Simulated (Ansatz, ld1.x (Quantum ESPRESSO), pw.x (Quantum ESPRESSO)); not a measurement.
# Which Si potential is closest to all-electron in the fcc crystal?

All use LDA (PW92), scalar-relativistic, no spin, cutoffs from each file’s atomic test, pw.x 7.5; 15³ k-points, Fermi–Dirac smearing 0.01 Ry. Δ is the rms difference from all-electron LAPW of the E(V) curves that follow from fits to the pressures, over ±6 % in volume. Mesh and smearing are coarse and serve the comparison alone. The files are a selection: those with a ghost or negative overlap were mostly not run, and those with noisy or unconverged pressures or nearly equal Δ are left out.

All-electron: a0 = 3.818 Å (V0 = 13.92 Å³/atom), B0 = 90.0 GPa.

Rank them by Δ, smallest first.
A. PAW, ld1.x (Quantum ESPRESSO) 7.5, LDA (PW92); core [Ne], reference 3s2 3p2; waves: 3s (bound): rcut 1.90, rcutus 2.20 bohr; 3s channel at -0.15 Ry: rcut 1.90, rcutus 2.20 bohr; 3p (bound): rcut 1.85, rcutus 2.45 bohr; 3p channel at 0.65 Ry: rcut 1.85, rcutus 2.45 bohr; 3d channel at 0.05 Ry: rcut 2.00, rcutus 2.45 bohr; local part: all-electron potential smoothed inside 2.10 bohr (lloc = -2); core correction: a·sin(br)/r model core inside 1.90 bohr; augmentation: PSQ, inside the norm-conserving radii.
B. norm-conserving Troullier–Martins (Kleinman–Bylander form), ld1.x (Quantum ESPRESSO) 7.5, LDA (PW92); core [Ne], reference 3s2 3p2; waves: 3p (bound): rc 1.45 bohr; 3d channel at -0.05 Ry: rc 1.30 bohr; 3s (bound): rc 1.30 bohr; local part: the s channel; core correction: Bessel-smoothed model core inside 1.00 bohr.
C. PAW, ld1.x (Quantum ESPRESSO) 7.5, LDA (PW92); core [Ne], reference 3s2 3p1; waves: 3s (bound): rcut 1.30, rcutus 1.75 bohr; 3s channel at -0.45 Ry: rcut 1.30, rcutus 1.75 bohr; 3p (bound): rcut 1.80, rcutus 2.50 bohr; 3p channel at 0.55 Ry: rcut 1.80, rcutus 2.50 bohr; 3d channel at 0.15 Ry: rcut 2.25, rcutus 2.40 bohr; 3d channel at 2.4 Ry: rcut 2.25, rcutus 2.40 bohr; local part: all-electron potential smoothed inside 1.40 bohr (lloc = -1); core correction: Bessel-smoothed model core, default radius (core density twice the valence density); augmentation: PSQ, inside the norm-conserving radii.

A (2.2 meV/atom), B (3.1 meV/atom), C (11.1 meV/atom).
